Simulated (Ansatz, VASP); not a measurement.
This is a calculation of Bi for VASP 6.6.1.

File INCAR:

```
PREC = Accurate
ENCUT = 520
EDIFF = 1E-7
ISMEAR = -1
SIGMA = 0.05
LREAL = False
LASPH = True
NELM = 60
ALGO = Normal
ISIF = 2
LWAVE = False
LCHARG = False
GGA = PE
NBANDS = 22
```

File KPOINTS:

```
Automatic mesh
0
Gamma
  7 7 7
```

Contents of POSCAR:

```
Bi
1.0
    2.2212115015      1.2824170583      3.8576100961
   -2.2212115015      1.2824170583      3.8576100961
    0.0000000000     -2.5648341167      3.8576100961
Bi
2
Direct
    0.7660000000      0.7660000000      0.7660000000
    0.2340000000      0.2340000000      0.2340000000
```

Potentials or basis: VASP PAW PBE potentials, release 64 (Bi_d).

The run is started by

```console
$ cat potpaw_PBE.64/Bi_d/POTCAR > POTCAR
$ mpirun -np 1 vasp_std > vasp.out
```

Set up the same calculation for Ansatz 0.2.0. Potentials there: Ansatz PAW.

As run (the cutoff follows the program's own potentials):

Contents of input.yaml:

```yaml
crystal:
  lattice:
    - [2.2212115015, 1.2824170583, 3.8576100961]
    - [-2.2212115015, 1.2824170583, 3.8576100961]
    - [0.0, -2.5648341167, 3.8576100961]
  atoms:
    - { symbol: Bi, position: [0.766, 0.766, 0.766] }
    - { symbol: Bi, position: [0.234, 0.234, 0.234] }
hamiltonian:
  xc: pbe
  pseudopotentials: { kind: paw }
kpoints:
  mp_grid: { grid: [7, 7, 7] }
scf:
  occupations: { method: fermi_dirac, width: 0.05 }
output:
  forces: true
  stress: true
  eigenvalues: true
```

Potentials or basis: Ansatz PAW.

The run is started by

```bash
$ ansatz run input.yaml --threads 1 --pin off --max-ram 3584MiB --backend cpu --events-out ev --progress --plain --runs-dir out
```

Both were run:

|  | VASP | Ansatz | Ansatz less VASP |
| --- | --- | --- | --- |
| gap on the k mesh at the Fermi level (eV) | 0.30 | 0.30 | -0.002 |
| least direct gap on the mesh (eV) | 0.57 | 0.57 | +0.001 |
| pressure (GPa) | 5.8 | 5.9 | +0.06 |
| largest component of the traceless stress (GPa) | 0.54 | 0.53 | -0.003 |
| rms of the force components (eV/Å) | 0.299 | 0.295 | -0.0048 |

Atom by atom the forces differ by 0.005 eV/Å (rms over components).

Caveats: spin-orbit coupling is left out, which as a rule narrows the gap of such compounds by several tenths of an eV; an odd mesh through Γ misses points on the zone boundary, where band edges often lie (VASP); odd divisions of the mesh miss points on the zone boundary, where band edges often lie, so the gap on the mesh can be too wide (Ansatz).
